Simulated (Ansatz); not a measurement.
# C: symmetry broken, then relaxed

Computed with Ansatz, DFT LDA, scalar-relativistic, plane waves, PAW. Cutoff 420 eV, Γ-centred 12×12×12 k-points, Gaussian smearing of 0.05 eV. No spin polarisation. Energies are free energies at this smearing, counted from the undisturbed cell; pressure is positive in compression.

Zero of the scan (relaxed at this level):

```
C
1.0
     1.22251    0.70582    3.30600
    -1.22251    0.70582    3.30600
     0.00000   -1.41164    3.30600
C
2
Direct
  0.16657 0.16657 0.16657
  0.83343 0.83343 0.83343
```

The cell holds layers and no dispersion correction was added, so their binding is poorly described.

The atoms are displaced (Å, in the unstrained cell):

```tsv
atom	ux	uy	uz
C1	0.098	0.031	-0.044
C2	-0.098	-0.031	0.044
```

The cell is strained by (0.0033, 0.0108, 0.0115, 0.0028, 0.0077, 0.0002) (xx, yy, zz, yz, xz, xy; engineering shear). Cell and atoms are then relaxed.

Q: Does the relaxation return to the undisturbed structure?

A: Yes (up to a choice of domain or origin): same space group and volume, and an energy 0.0 meV/atom from it. The disturbance itself cost 670.5 meV/atom. The final space group reads R-3m (tolerance 0.05 Å) and the volume changes by 0.00 %.

Final structure:

```
C
1.0
     1.22272    0.70634    3.30641
    -1.22225    0.70635    3.30624
     0.00024   -1.41109    3.30598
C
2
Cartesian
  0.0001 0.0003 1.6522
  0.0006 0.0013 8.2665
```

The relaxation, step by step (energy from the first step; small jumps at an unchanged geometry come where the plane waves are selected anew for the new cell):

```tsv
step	ΔE (meV/atom)	largest force component (eV/Å)	pressure (GPa)
1	0.0	11.912	16.36
2	-476.2	5.540	-7.14
3	-632.0	0.958	-8.55
4	-670.2	0.026	2.71
5	-671.0	0.001	-0.09
6	-671.0	0.000	-0.04
7	-670.4	0.000	-0.30
8	-670.6	0.001	-0.06
9	-670.5	0.001	-0.07
10	-670.6	0.001	0.01
11	-670.5	0.001	0.00
```

Frames along the relaxation (Å, eV/Å):

```xyz
2
Lattice="1.239 0.718 3.350 -1.214 0.718 3.340 0.013 -1.422 3.342" Properties=species:S:1:pos:R:3:forces:R:3 pbc="T T T" step=1
C     0.104    0.033    1.627  -11.912   -5.671    1.000
C    -0.066   -0.019    8.405   11.912    5.671   -1.000
2
Lattice="1.226 0.733 3.316 -1.233 0.771 3.310 0.030 -1.432 3.298" Properties=species:S:1:pos:R:3:forces:R:3 pbc="T T T" step=2
C     0.051    0.023    1.673   -5.540   -2.020   -0.630
C    -0.029    0.049    8.252    5.540    2.020    0.630
2
Lattice="1.078 0.668 3.268 -1.370 0.697 3.369 -0.121 -1.476 3.342" Properties=species:S:1:pos:R:3:forces:R:3 pbc="T T T" step=3
C    -0.062   -0.019    1.691   -0.918   -0.102   -0.958
C    -0.351   -0.092    8.288    0.918    0.102    0.958
2
Lattice="1.161 0.695 3.314 -1.275 0.696 3.356 -0.056 -1.417 3.340" Properties=species:S:1:pos:R:3:forces:R:3 pbc="T T T" step=4
C    -0.029   -0.004    1.668    0.026    0.016   -0.002
C    -0.141   -0.020    8.343   -0.026   -0.016    0.002
2
Lattice="1.210 0.705 3.326 -1.235 0.705 3.335 -0.013 -1.413 3.331" Properties=species:S:1:pos:R:3:forces:R:3 pbc="T T T" step=5
C    -0.006    0.000    1.664    0.001    0.000    0.000
C    -0.032   -0.002    8.327   -0.001    0.000    0.000
2
Lattice="1.224 0.707 3.331 -1.222 0.707 3.330 0.001 -1.411 3.330" Properties=species:S:1:pos:R:3:forces:R:3 pbc="T T T" step=6
C     0.001    0.001    1.664    0.000    0.000    0.000
C     0.003    0.003    8.326    0.000    0.000    0.000
2
Lattice="1.224 0.707 3.331 -1.222 0.707 3.330 0.001 -1.411 3.330" Properties=species:S:1:pos:R:3:forces:R:3 pbc="T T T" step=7
C     0.001    0.001    1.664    0.000    0.000    0.000
C     0.003    0.003    8.326    0.000    0.000    0.000
2
Lattice="1.223 0.707 3.318 -1.222 0.707 3.317 0.001 -1.411 3.317" Properties=species:S:1:pos:R:3:forces:R:3 pbc="T T T" step=8
C     0.000    0.000    1.658    0.000    0.000   -0.001
C     0.002    0.002    8.294    0.000    0.000    0.001
2
Lattice="1.223 0.707 3.318 -1.222 0.707 3.317 0.001 -1.411 3.317" Properties=species:S:1:pos:R:3:forces:R:3 pbc="T T T" step=9
C     0.000    0.000    1.658    0.000    0.000   -0.001
C     0.002    0.002    8.294    0.000    0.000    0.001
2
Lattice="1.223 0.706 3.306 -1.222 0.706 3.306 0.000 -1.411 3.306" Properties=species:S:1:pos:R:3:forces:R:3 pbc="T T T" step=10
C     0.000    0.000    1.652   -0.001    0.000    0.000
C     0.001    0.001    8.266    0.001    0.000    0.000
2
Lattice="1.223 0.706 3.306 -1.222 0.706 3.306 0.000 -1.411 3.306" Properties=species:S:1:pos:R:3:forces:R:3 pbc="T T T" step=11
C     0.000    0.000    1.652   -0.001    0.000    0.000
C     0.001    0.001    8.266    0.001    0.000    0.000
```